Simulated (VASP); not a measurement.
# Mn (Im-3m) in VASP: notebook, part 2 of 2

VASP 6.6.1. Earlier steps stand in the parts before.

**3. Band structure, PBE+ULG, collinear spin, ferromagnetic start**

Contents of Mn.cif:

```cif
data_Mn
_cell_length_a 3.08100000
_cell_length_b 3.08100000
_cell_length_c 3.08100000
_cell_angle_alpha 90.00000000
_cell_angle_beta 90.00000000
_cell_angle_gamma 90.00000000
_space_group_name_H-M_alt 'Im-3m'
_space_group_name_Hall '-I 4 2 3'
_space_group_IT_number 229
loop_
_space_group_symop_operation_xyz
'x,y,z'
'-x,-y,-z'
'-y,x,z'
'y,-x,-z'
'-x,-y,z'
'x,y,-z'
'y,-x,z'
'-y,x,-z'
'x,-y,-z'
'-x,y,z'
'-y,-x,-z'
'y,x,z'
'-x,y,-z'
'x,-y,z'
'y,x,-z'
'-y,-x,z'
'z,x,y'
'-z,-x,-y'
'z,-y,x'
'-z,y,-x'
'z,-x,-y'
'-z,x,y'
'z,y,-x'
'-z,-y,x'
'-z,x,-y'
'z,-x,y'
'-z,-y,-x'
'z,y,x'
'-z,-x,y'
'z,x,-y'
'-z,y,x'
'z,-y,-x'
'y,z,x'
'-y,-z,-x'
'x,z,-y'
'-x,-z,y'
'-y,z,-x'
'y,-z,x'
'-x,z,y'
'x,-z,-y'
'-y,-z,x'
'y,z,-x'
'-x,-z,-y'
'x,z,y'
'y,-z,-x'
'-y,z,x'
'x,-z,y'
'-x,z,-y'
'x+1/2,y+1/2,z+1/2'
'-x+1/2,-y+1/2,-z+1/2'
'-y+1/2,x+1/2,z+1/2'
'y+1/2,-x+1/2,-z+1/2'
'-x+1/2,-y+1/2,z+1/2'
'x+1/2,y+1/2,-z+1/2'
'y+1/2,-x+1/2,z+1/2'
'-y+1/2,x+1/2,-z+1/2'
'x+1/2,-y+1/2,-z+1/2'
'-x+1/2,y+1/2,z+1/2'
'-y+1/2,-x+1/2,-z+1/2'
'y+1/2,x+1/2,z+1/2'
'-x+1/2,y+1/2,-z+1/2'
'x+1/2,-y+1/2,z+1/2'
'y+1/2,x+1/2,-z+1/2'
'-y+1/2,-x+1/2,z+1/2'
'z+1/2,x+1/2,y+1/2'
'-z+1/2,-x+1/2,-y+1/2'
'z+1/2,-y+1/2,x+1/2'
'-z+1/2,y+1/2,-x+1/2'
'z+1/2,-x+1/2,-y+1/2'
'-z+1/2,x+1/2,y+1/2'
'z+1/2,y+1/2,-x+1/2'
'-z+1/2,-y+1/2,x+1/2'
'-z+1/2,x+1/2,-y+1/2'
'z+1/2,-x+1/2,y+1/2'
'-z+1/2,-y+1/2,-x+1/2'
'z+1/2,y+1/2,x+1/2'
'-z+1/2,-x+1/2,y+1/2'
'z+1/2,x+1/2,-y+1/2'
'-z+1/2,y+1/2,x+1/2'
'z+1/2,-y+1/2,-x+1/2'
'y+1/2,z+1/2,x+1/2'
'-y+1/2,-z+1/2,-x+1/2'
'x+1/2,z+1/2,-y+1/2'
'-x+1/2,-z+1/2,y+1/2'
'-y+1/2,z+1/2,-x+1/2'
'y+1/2,-z+1/2,x+1/2'
'-x+1/2,z+1/2,y+1/2'
'x+1/2,-z+1/2,-y+1/2'
'-y+1/2,-z+1/2,x+1/2'
'y+1/2,z+1/2,-x+1/2'
'-x+1/2,-z+1/2,-y+1/2'
'x+1/2,z+1/2,y+1/2'
'y+1/2,-z+1/2,-x+1/2'
'-y+1/2,z+1/2,x+1/2'
'x+1/2,-z+1/2,y+1/2'
'-x+1/2,z+1/2,-y+1/2'
loop_
_atom_site_label
_atom_site_type_symbol
_atom_site_symmetry_multiplicity
_atom_site_Wyckoff_symbol
_atom_site_fract_x
_atom_site_fract_y
_atom_site_fract_z
_atom_site_occupancy
Mn1 Mn 2 a 0.0000000000 0.0000000000 0.0000000000 1
```

Contents of POSCAR:

```
Mn
 1.0000000000000000
     3.0810000000000000    0.0000000000000000    0.0000000000000000
     0.0000000000000000    3.0810000000000000    0.0000000000000000
     0.0000000000000000    0.0000000000000000    3.0810000000000000
 Mn 
   2
Cartesian
  0.0000000000000000  0.0000000000000000  0.0000000000000000
  1.5405000000000000  1.5405000000000000  1.5405000000000000
```

Contents of INCAR.step1:

```
SYSTEM = Mn
PREC = Accurate
ENCUT = 600
EDIFF = 1E-6
ISMEAR = 0
SIGMA = 0.05
LREAL = .FALSE.
LASPH = .TRUE.
NELM = 120
ALGO = Normal
ISIF = 2
LWAVE = .FALSE.
LCHARG = .TRUE.
ISPIN = 2
MAGMOM = 4 4
LORBIT = 11
LMAXMIX = 4
GGA = PE
IVDW = 3
NBANDS = 26
```

Contents of KPOINTS.step1:

```
Automatic mesh
0
G
  9 9 9
  0 0 0
```

Contents of INCAR.step2:

```
SYSTEM = Mn
PREC = Accurate
ENCUT = 600
EDIFF = 1E-6
ISMEAR = 0
SIGMA = 0.05
LREAL = .FALSE.
LASPH = .TRUE.
NELM = 120
ALGO = Normal
ISIF = 2
LWAVE = .FALSE.
LCHARG = .FALSE.
ISPIN = 2
MAGMOM = 4 4
LORBIT = 11
LMAXMIX = 4
GGA = PE
IVDW = 3
NBANDS = 26
ICHARG = 11
```

Contents of KPOINTS.step2:

```
path GXMGRX,MR
15
line-mode
reciprocal
 0.0000000000  0.0000000000  0.0000000000  G
 0.0000000000  0.5000000000  0.0000000000  X

 0.0000000000  0.5000000000  0.0000000000  X
 0.5000000000  0.5000000000  0.0000000000  M

 0.5000000000  0.5000000000  0.0000000000  M
 0.0000000000  0.0000000000  0.0000000000  G

 0.0000000000  0.0000000000  0.0000000000  G
 0.5000000000  0.5000000000  0.5000000000  R

 0.5000000000  0.5000000000  0.5000000000  R
 0.0000000000  0.5000000000  0.0000000000  X

 0.5000000000  0.5000000000  0.0000000000  M
 0.5000000000  0.5000000000  0.5000000000  R
```

Potentials or basis: VASP PAW PBE potentials, release 64 (Mn_sv_GW).

Run with:

```
$ ase convert -i cif -o vasp Mn.cif POSCAR
$ cat potpaw_PBE.64/Mn_sv_GW/POTCAR > POTCAR
$ cp INCAR.step1 INCAR
$ cp KPOINTS.step1 KPOINTS
$ mpirun -np 1 vasp_std > vasp.out
$ cp INCAR.step2 INCAR
$ cp KPOINTS.step2 KPOINTS
$ mpirun -np 1 vasp_std > vasp.out
```

It took 5 min on 1 thread of Intel Xeon Platinum 8375C at 2.90GHz (Ice Lake), shared host; peak memory 0.27 GiB.

It converged, with:

```yaml
Band_gap_along_the_path: none (metal or under the smearing width)
Net_moment: 4.56 μB per cell
Dispersion_energy_per_atom: -0.005 eV
```

Levels at the corners of the path, in eV from the Fermi level:
Spin up:
```
point  band 14  band 15  band 16  band 17  band 18  band 19  band 20  band 21  band 22  band 23
    Γ    -1.42    -0.40    -0.40     0.58     0.58     0.58     8.36     8.36     8.36    13.70
    X    -1.07    -1.07    -1.07    -0.44    -0.44     0.51     0.51    14.48    14.48    14.48
    X    -1.07    -1.07    -1.07    -0.44    -0.44     0.51     0.51    14.48    14.48    14.48
    M    -0.36    -0.25    -0.25     0.58     0.58     0.81     0.81     6.19     6.19    15.73
    M    -0.36    -0.25    -0.25     0.58     0.58     0.81     0.81     6.19     6.19    15.73
    Γ    -1.42    -0.40    -0.40     0.58     0.58     0.58     8.36     8.36     8.36    13.70
    Γ    -1.42    -0.40    -0.40     0.58     0.58     0.58     8.36     8.36     8.36    13.70
    R    -2.25    -0.22    -0.22    -0.22    -0.22     7.54     7.54     7.54     7.54     7.54
    R    -2.25    -0.22    -0.22    -0.22    -0.22     7.54     7.54     7.54     7.54     7.54
    X    -1.07    -1.07    -1.07    -0.44    -0.44     0.51     0.51    14.48    14.48    14.48
    M    -0.36    -0.25    -0.25     0.58     0.58     0.81     0.81     6.19     6.19    15.73
    R    -2.25    -0.22    -0.22    -0.22    -0.22     7.54     7.54     7.54     7.54     7.54
```
Spin down:
| point | band 8 | band 9 | band 10 | band 11 | band 12 | band 13 | band 14 | band 15 | band 16 | band 17 |
| --- | --- | --- | --- | --- | --- | --- | --- | --- | --- | --- |
| Γ | -45.98 | -6.80 | -1.73 | -1.73 | 0.48 | 0.48 | 0.48 | 2.20 | 2.20 | 2.72 |
| X | -46.09 | -3.12 | -3.12 | 0.16 | 0.16 | 0.77 | 0.77 | 0.77 | 0.77 | 1.57 |
| X | -46.09 | -3.12 | -3.12 | 0.16 | 0.16 | 0.77 | 0.77 | 0.77 | 0.77 | 1.57 |
| M | -45.99 | -2.42 | -2.42 | -0.59 | -0.59 | 0.80 | 0.80 | 2.07 | 2.07 | 2.42 |
| M | -45.99 | -2.42 | -2.42 | -0.59 | -0.59 | 0.80 | 0.80 | 2.07 | 2.07 | 2.42 |
| Γ | -45.98 | -6.80 | -1.73 | -1.73 | 0.48 | 0.48 | 0.48 | 2.20 | 2.20 | 2.72 |
| Γ | -45.98 | -6.80 | -1.73 | -1.73 | 0.48 | 0.48 | 0.48 | 2.20 | 2.20 | 2.72 |
| R | -46.13 | -0.85 | -0.85 | -0.85 | -0.85 | -0.85 | -0.85 | 2.46 | 2.46 | 2.46 |
| R | -46.13 | -0.85 | -0.85 | -0.85 | -0.85 | -0.85 | -0.85 | 2.46 | 2.46 | 2.46 |
| X | -46.09 | -3.12 | -3.12 | 0.16 | 0.16 | 0.77 | 0.77 | 0.77 | 0.77 | 1.57 |
| M | -45.99 | -2.42 | -2.42 | -0.59 | -0.59 | 0.80 | 0.80 | 2.07 | 2.07 | 2.42 |
| R | -46.13 | -0.85 | -0.85 | -0.85 | -0.85 | -0.85 | -0.85 | 2.46 | 2.46 | 2.46 |

Caveat: the log is that of the step along the path at fixed density, whose energy, stress, charges and moments have no meaning; atom-pairwise D2, TS and ULG terms overbind metals.
